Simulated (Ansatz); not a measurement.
Ge under changes of volume

One of the cells (22.639 Å³/atom); the others are scaled copies at fixed shape and fractional positions:

```
Ge
1.0
     0.00000    2.82891    2.82891
     2.82891    0.00000    2.82891
     2.82891    2.82891    0.00000
Ge
2
Cartesian
  4.2434 4.2434 4.2434
  2.8289 2.8289 2.8289
```

* Program: Ansatz 0.2.0
* Functional: LDA
* Potentials or basis: Ansatz PAW
* Cutoff: 420 eV (not typed: the program's choice for these potentials)
* k mesh: 8 × 8 × 8
* Occupations: fermi-dirac, width 0.05 eV
* Spin: no spin polarisation

```csv
volume (Å³/atom),energy over the lowest point (meV/atom),pressure (GPa)
21.281,9.05,3.3
21.733,2.22,1.6
22.186,0.00,0.1
22.639,?,?
23.092,7.15,-2.5
23.545,15.87,-3.6
23.997,27.54,-4.6
```

Q: What does the run at 22.639 Å³/atom give?

A: Energy over the lowest point 1.73 meV/atom; pressure -1.3 GPa.

Worked out: A Birch-Murnaghan fit of order 3 (a polynomial in V^(-2/3)) to the other rows has its minimum at 22.21 Å³/atom with B0 = V·E''(V) = 70 GPa and B' = 4.1. It gives 1.73 meV/atom at 22.639 Å³/atom, against the run's 1.73, and -dE/dV = -1.3 GPa, against -1.3.

Energies are extrapolated to zero smearing.

Caveats: the PAW data sets come from PBE, with cores solved anew for the run's functional, which leaves a small shift of forces and pressure.
